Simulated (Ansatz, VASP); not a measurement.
# Two plane-wave programs on Sn3Te

INCAR

```
SYSTEM = Sn3Te
ALGO = Normal
EDIFF = 1E-6
ENCUT = 520
GGA = PS
ISIF = 2
ISMEAR = -1
LASPH = .True.
LCHARG = .False.
LREAL = .False.
LWAVE = .False.
NBANDS = 32
NELM = 60
PREC = Accurate
SIGMA = 0.05
```

The input KPOINTS:

```
k-points
0
Gamma
  6 6 6
  0 0 0
```

File POSCAR:

```
Sn3Te
1.0
    4.9296506847      0.0000000000      0.0000000000
    0.0000000000      4.9296506847      0.0000000000
    0.0000000000      0.0000000000      4.9296506847
Te Sn
1 3
Direct
    0.0000000000      0.0000000000      0.0000000000
    0.0000000000      0.5000000000      0.5000000000
    0.5000000000      0.0000000000      0.5000000000
    0.5000000000      0.5000000000      0.0000000000
```

File input.yaml:

```yaml
crystal:
  lattice:
    - [4.9296506847, 0.0, 0.0]
    - [0.0, 4.9296506847, 0.0]
    - [0.0, 0.0, 4.9296506847]
  atoms:
    - { symbol: Te, position: [0.0, 0.0, 0.0] }
    - { symbol: Sn, position: [0.0, 0.5, 0.5] }
    - { symbol: Sn, position: [0.5, 0.0, 0.5] }
    - { symbol: Sn, position: [0.5, 0.5, 0.0] }
hamiltonian:
  xc: pbesol
  pseudopotentials: { kind: paw }
kpoints:
  mp_grid: { grid: [6, 6, 6] }
scf:
  occupations: { method: fermi_dirac, width: 0.05 }
output:
  forces: true
  stress: true
  eigenvalues: true
```

The cell comes from a database or a generator and needn't be the stable form of this composition.

Alike in both runs: task single point; functional PBEsol; k mesh 6 × 6 × 6; occupations fermi-dirac, width 0.05 eV; no spin polarisation.

|  | VASP | Ansatz |
| --- | --- | --- |
| version | VASP 6.6.1 | Ansatz 0.2.0 |
| potentials or method | VASP PAW PBE potentials, release 64 (Te, Sn_d) | Ansatz PAW |
| plane-wave cutoff (eV) | 520 | 420 |
| valence electrons in the cell | 48 | 58 |

```csv
,VASP,Ansatz,Ansatz less VASP
gap on the k mesh at the Fermi level (eV),none,none,-
pressure (GPa),-3.8,-3.8,+0.03
```

A gap of «none» marks a metal or a gap that the smearing closes. The two sets of potentials don't hold the same shells in valence.

Caveats: the PAW data sets were made with another functional, which shifts forces and pressure a little (VASP); the PAW data sets come from PBE, with cores solved anew for the run's functional, which leaves a small shift of forces and pressure (Ansatz). Spin-orbit coupling is left out, which matters for the levels of Te.
